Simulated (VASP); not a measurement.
A run of VASP 6.6.1:

File INCAR:

```
SYSTEM = CoPdO2
PREC = Accurate ; ENCUT = 600
EDIFF = 1E-6 ; ISMEAR = 1
SIGMA = 0.1 ; LREAL = .False.
LASPH = .True. ; NELM = 150
ALGO = Normal ; ISIF = 3
LWAVE = .False. ; LCHARG = .False.
ISPIN = 2 ; MAGMOM = 3 0 0 0
LORBIT = 11 ; LMAXMIX = 4
LDAU = .True. ; LDAUTYPE = 2
LDAUL = 2 -1 -1 ; LDAUU = 3.32 0 0
LDAUJ = 0 0 0 ; LDAUPRINT = 1
GGA = PE ; IBRION = 2
NSW = 90 ; EDIFFG = -0.01
AMIX = 0.2 ; BMIX = 1E-4
AMIX_MAG = 0.8 ; BMIX_MAG = 1E-4
KPAR = 2
```

File KPOINTS:

```
regular mesh
0
Gamma
  15 15 15
  0 0 0
```

POSCAR

```
CoPdO2
1.0
    1.4316899100      0.8265865500      5.9577715800
   -1.4316899100      0.8265865500      5.9577715800
    0.0000000000     -1.6531731100      5.9577715800
Co Pd O
1 1 2
Direct
    0.5000000000      0.5000000000      0.5000000000
    0.0000000000      0.0000000000      0.0000000000
    0.8875240000      0.8875240000      0.8875240000
    0.1124760000      0.1124760000      0.1124760000
```

Potentials or basis: VASP PAW PBE potentials, release 64 (Co, Pd, O).

Command:

```console
$ cat potpaw_PBE.64/Co/POTCAR potpaw_PBE.64/Pd/POTCAR potpaw_PBE.64/O/POTCAR > POTCAR
$ mpirun -np 2 vasp_std > vasp.out
```

Hardware: 2 MPI ranks on Intel(R) Xeon(R) Platinum 8488C (Sapphire Rapids) (shared host).

Q: Estimate the wall time of this run.

A: Wall time 2.4 h on 2 MPI ranks on Intel(R) Xeon(R) Platinum 8488C (Sapphire Rapids) (shared host), peak memory 0.96 GiB a rank. Counts: scf iterations 114, k points 344, ion steps 12.
